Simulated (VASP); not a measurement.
# TePb (Fm-3m) in VASP: notebook

Aim: see how the results for TePb move with the level of theory and the settings. Levels: PBE, r2SCAN. Tasks: single point.

Everything below comes from runs of VASP 6.6.1. Logs are shortened: lines on timing, memory, paths and dates and some standing lists are left out, and cuts for length are marked.

**The experiment to reproduce.**

A printed reference work, monograph reports, for a bulk crystal of TePb at 4.2 K: band gap 0.19 eV (direct).

How close the calculation comes is told below.

## 1. The cell of the first run

The structure is cubic, space group Fm-3m (No. 225). Conventional cell: a = 6.536 Å, b = 6.536 Å, c = 6.536 Å, α = 90.00°, β = 90.00°, γ = 90.00°. Within 4.3 Å of Te (site symmetry m-3m) lie 6 Pb at 3.27 Å. Pb (site symmetry m-3m) has 6 Te at 3.27 Å within 4.3 Å.

## 2. Single point, PBE

File INCAR:

```
PREC = Accurate
ENCUT = 520
EDIFF = 1E-6
ISMEAR = 0
SIGMA = 0.01
LREAL = False
LASPH = True
NELM = 80
ALGO = Normal
ISIF = 2
LWAVE = False
LCHARG = True
GGA = PE
LELF = True
LVHAR = True
NBANDS = 17
```

File KPOINTS:

```
Automatic mesh
0
Gamma
  8 8 8
```

File POSCAR:

```
TePb
1.0
    0.0000000000      3.2678555418      3.2678555418
    3.2678555418      0.0000000000      3.2678555418
    3.2678555418      3.2678555418      0.0000000000
Te Pb
1 1
Direct
    0.5000000000      0.5000000000      0.5000000000
    0.0000000000      0.0000000000      0.0000000000
```

Potentials or basis: VASP PAW PBE potentials, release 64 (Te, Pb_d).

Run with:

```bash
cat potpaw_PBE.64/Te/POTCAR potpaw_PBE.64/Pb_d/POTCAR > POTCAR
mpirun -np 1 vasp_std > vasp.out
```

OUTCAR:

```text
PREC = Accurate
   ENCUT = 520
   EDIFF = 1E-6
   ISMEAR = 0
   LREAL = False
   LASPH = True
   NELM = 80
   ISIF = 2
   GGA = PE

 ion  position               nearest neighbor table
   1  0.500  0.500  0.500-   2 3.27   2 3.27   2 3.27   2 3.27   2 3.27   2 3.27
   2  0.000  0.000  0.000-   1 3.27   1 3.27   1 3.27   1 3.27   1 3.27   1 3.27

  LATTYP: Found a face centered cubic cell.
 ALAT       =     6.5357110836

  Lattice vectors:

 A1 = (   0.0000000000,   3.2678555418,   3.2678555418)
 A2 = (   3.2678555418,   0.0000000000,   3.2678555418)
 A3 = (   3.2678555418,   3.2678555418,   0.0000000000)

Analysis of symmetry for initial positions (statically):
=====================================================================
 Subroutine PRICEL returns:
 Original cell was already a primitive cell.

 Routine SETGRP: Setting up the symmetry group for a
 face centered cubic supercell.

 Subroutine GETGRP returns: Found 48 space group operations
 (whereof 48 operations were pure point group operations)
 out of a pool of 48 trial point group operations.

The static configuration has the point symmetry O_h .

Analysis of symmetry for dynamics (positions and initial velocities):
=====================================================================
 Subroutine PRICEL returns:
 Original cell was already a primitive cell.

 Routine SETGRP: Setting up the symmetry group for a
 face centered cubic supercell.

 Subroutine GETGRP returns: Found 48 space group operations
 (whereof 48 operations were pure point group operations)
 out of a pool of 48 trial point group operations.

The dynamic configuration has the point symmetry O_h .

 Subroutine INISYM returns: Found 48 space group operations
 (whereof 48 operations are pure point group operations),
 and found     1 'primitive' translations

----------------------------------------------------------------------------------------

                                     Primitive cell

  volume of cell :      69.7941

  direct lattice vectors                    reciprocal lattice vectors
     0.000000000  3.267855542  3.267855542    -0.153005539  0.153005539  0.153005539
     3.267855542  0.000000000  3.267855542     0.153005539 -0.153005539  0.153005539
     3.267855542  3.267855542  0.000000000     0.153005539  0.153005539 -0.153005539

  length of vectors
     4.621445627  4.621445627  4.621445627     0.265013368  0.265013368  0.265013368

  position of ions in fractional coordinates (direct lattice)
     0.500000000  0.500000000  0.500000000
     0.000000000  0.000000000  0.000000000

[... 72 lines left out ...]
   LSORBIT =      F    spin-orbit coupling
   LASPH  =      T    aspherical Exc in radial PAW
   ENCUT  =  520.0 eV  38.22 Ry    6.18 a.u.   8.59  8.59  8.59*2*pi/ulx,y,z
   NELM   =     80;   NELMIN=  2; NELMDL= -5     # of ELM steps
   EDIFF  = 0.1E-05   stopping-criterion for ELM
   LREAL  =      F    real-space projection
   EDIFFG = 0.1E-04   stopping-criterion for IOM
   NSW    =      0    number of steps for IOM
   IBRION =     -1    ionic relax: 0-MD 1-quasi-New 2-CG
   NFREE  =      0    steps in history (QN), initial steepest desc. (CG)
   ISIF   =      2    stress and relaxation
   ISYM   =      2    0-nonsym 1-usesym 2-fastsym
   POTIM  = 0.5000    time-step for ionic-motion
   TEBEG  =    0.0;   TEEND  =   0.0 temperature during run
   PSTRESS=    0.0 pullay stress
   NELECT =      20.0000    total number of electrons
   NUPDOWN=      -1.0000    fix difference up-down
   EMIN   =  10.00;   EMAX   =-10.00  energy-range for DOS
   EFERMI =   0.00;   METHOD = LEGACY
   ISMEAR =     0;   SIGMA  =   0.01  broadening in eV -4-tet -1-fermi 0-gaus
   EFERMI_NEDOS =   21; number of points for ismear=-14 and -15
   IALGO  =     38    algorithm
   IMIX   =      4    mixing-type and parameters
     AMIX     =   0.40;   BMIX     =  1.00
     AMIX_MAG =   1.60;   BMIX_MAG =  1.00
  volume/ion in A,a.u.               =      34.90       235.50
  Fermi-wavevector in a.u.,A,eV,Ry     =   1.079308  2.039596 15.849499  1.164905
  Thomas-Fermi vector in A             =   2.215269
   LORBIT       =      0    0 simple, 1 ext, 2 COOP (PROOUT), +10 PAW based schemes
   GGA     = PE    functional components
   LHFCALC =     F    Hartree Fock is set to
   AEXX    =    0.0000 exact exchange contribution
   IVDW    =     0    specifies the selected vdW correction
   LEPSILON=     F    determine dielectric tensor
   LRPA    =     F    only Hartree local field effects (RPA)
 non-spin polarized calculation
 Gauss-broadening in eV      SIGMA  =   0.01
  energy-cutoff  :      520.00
  volume of cell :       69.79
 maximum number of plane-waves:      1895
 NGX is ok and might be reduce to    36
   NGX = 17   NGY = 17   NGZ = 17

 number of electron      20.0000002 magnetization

 Free energy of the ion-electron system (eV)
  ---------------------------------------------------
  ext. energy  EPLUGINS =         0.00000000
  ---------------------------------------------------
  free energy    TOTEN  =        -7.52093459 eV

  energy without entropy =       -7.52093459  energy(sigma->0) =       -7.52093459

 E-fermi :   5.2837     XC(G=0):  -9.1478

 val. band max:        5.1865913916   @ k =   0.5000   0.0000   0.0000
 cond. band min:       5.9906671739   @ k =   0.5000   0.0000   0.0000
 fundamental gap:      0.8040757822
 Fermi energy:         5.2836569112

 k-point     1 :       0.0000    0.0000    0.0000
  band No.  band energies     occupation
      1     -11.4773      2.00000
      2     -11.4773      2.00000
      3     -11.4706      2.00000
      4     -11.4706      2.00000
      5     -11.4706      2.00000
      6      -6.5498      2.00000
[... 457 lines left out ...]
      4     -11.4602      2.00000
      5     -11.4533      2.00000
      6      -5.0312      2.00000
[... 9 lines left out ...]
     16      14.9774      0.00000
     17      15.2652      0.00000

 [... further k-points ...]
[... 5 lines left out ...]
  --------------------------------------------------------------------------------------
  -------------------------------------------------------------------------------------
  Total        0.2431382      0.2431382      0.2431382      0.0000000      0.0000000      0.0000000
  in kB        5.5814268      5.5814268      5.5814268      0.0000000      0.0000000      0.0000000
  external PRESSURE =       5.5814268 kB  Pullay stress =       0.0000000 kB

 VOLUME and BASIS-vectors are now :
 -----------------------------------------------------------------------------
  energy-cutoff  :      520.00
  volume of cell :       69.79
      direct lattice vectors                 reciprocal lattice vectors
     0.000000000  3.267855542  3.267855542    -0.153005539  0.153005539  0.153005539
     3.267855542  0.000000000  3.267855542     0.153005539 -0.153005539  0.153005539
     3.267855542  3.267855542  0.000000000     0.153005539  0.153005539 -0.153005539

 POSITION                                       TOTAL-FORCE (eV/Angst)
 -----------------------------------------------------------------------------------
      3.26786      3.26786      3.26786         0.000000     -0.000000      0.000000
      0.00000      0.00000      0.00000         0.000000      0.000000     -0.000000
 -----------------------------------------------------------------------------------
    total drift:                               -0.000000      0.000000      0.000000

  FREE ENERGIE OF THE ION-ELECTRON SYSTEM (eV)
  ---------------------------------------------------
  free  energy   TOTEN  =        -7.5209345851 eV

  energy  without entropy=       -7.5209345851  energy(sigma->0) =       -7.52093459
```

Wall time 30 s (1 thread of Intel Xeon 6975P-C, shared host); peak memory 0.22 GiB.

What came out:

| Quantity | Value |
| --- | --- |
| Free energy | -7.5209 eV |
| Pressure | 0.6 GPa |
| Band gap on the k mesh | 0.80 eV, direct |

Caveat: spin-orbit coupling is left out, which moves the levels of the heavy elements.

## 3. Single point, r2SCAN

POSCAR is that of step 2.

File INCAR.step1:

```
PREC = Accurate ; ENCUT = 520
ISMEAR = 0 ; SIGMA = 0.01
LREAL = F ; LASPH = T
NELM = 80 ; NBANDS = 17
GGA = PE ; ALGO = Normal
EDIFF = 1E-4 ; LWAVE = T
LCHARG = F
```

File INCAR.step2:

```
PREC = Accurate ; ENCUT = 520
EDIFF = 1E-6 ; ISMEAR = 0
SIGMA = 0.01 ; LREAL = F
LASPH = T ; NELM = 80
ALGO = Normal ; ISIF = 2
LWAVE = F ; LCHARG = T
METAGGA = R2SCAN ; LMIXTAU = T
LELF = T ; LVHAR = T
NBANDS = 17 ; ISTART = 1
```

KPOINTS is that of step 2.

Potentials or basis: VASP PAW PBE potentials, release 64 (Te, Pb_d).

Run with:

```bash
cat potpaw_PBE.64/Te/POTCAR potpaw_PBE.64/Pb_d/POTCAR > POTCAR
cp INCAR.step1 INCAR
mpirun -np 1 vasp_std > vasp.out
cp INCAR.step2 INCAR
mpirun -np 1 vasp_std > vasp.out
```

It took 1.8 min on 1 thread of Intel Xeon 6975P-C, shared host; peak memory 0.24 GiB.

The run converged. Its results:

* Free energy: -82.7061 eV
* Pressure: 0.0 GPa
* Band gap on the k mesh: 1.09 eV, direct

Levels at points of the mesh, in eV from the valence-band top:
```tsv
k point	band 7	band 8	band 9	band 10	band 11	band 12	band 13	band 14
(0.00, 0.00, 0.00)	-5.72	-1.35	-1.35	-1.35	4.32	4.32	4.32	6.27
(0.50, 0.00, 0.00)	-8.71	-0.90	-0.90	0.00	1.09	1.51	1.51	8.91
(0.50, 0.50, 0.00)	-7.44	-4.41	-2.76	-2.76	3.74	5.71	5.71	6.97
```

Caveat: the PAW data sets were made with another functional, which shifts forces and pressure a little; spin-orbit coupling is left out, which moves the levels of the heavy elements.

## 4. Against experiment

Step 2. Against the measured gap of TePb, 0.19 eV (direct; 4.2 K; a printed reference work, monograph), the calculated 0.80 eV is off by +0.61 eV. Spin-orbit coupling on Pb, Te is left out. The value is that of PBE on a finite k mesh, which can miss the band edges, without temperature or zero-point motion.

Step 3. A measured gap of TePb is 0.19 eV (direct; 4.2 K; a printed reference work, monograph); the calculated 1.09 eV misses it by +0.90 eV. Spin-orbit coupling on Pb, Te is left out. The value is that of r2SCAN on a finite k mesh, which can miss the band edges, without temperature or zero-point motion.
